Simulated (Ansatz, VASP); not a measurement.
**Cu in VASP and in Ansatz**

```
Cu
1.0
     0.00000    1.79588    1.79588
     1.79588    0.00000    1.79588
     1.79588    1.79588    0.00000
Cu
1
Direct
  0.00000 0.00000 0.00000
```

Alike in both runs: functional PBE; k mesh 6 × 6 × 6; occupations gaussian, width 0.01 eV; no spin polarisation.

Ansatz relaxed the structure, and its values are those at the end. VASP's run is a single point on that final structure, the one shown.

|  | VASP | Ansatz |
| --- | --- | --- |
| version | VASP 6.6.1 | Ansatz 0.2.0 |
| potentials or method | VASP PAW PBE potentials, release 64 (Cu) | plane waves, PAW |
| plane-wave cutoff (eV) | 520 | 490 |
| valence electrons in the cell | 11 | 19 |

```tsv
	VASP	Ansatz	Ansatz less VASP
pressure (GPa)	6.6	6.0	-0.59
```

The two sets of potentials don't hold the same shells in valence.

Caveats: the k mesh is coarse (spacing up to 0.50 Å⁻¹), so the values aren't converged.
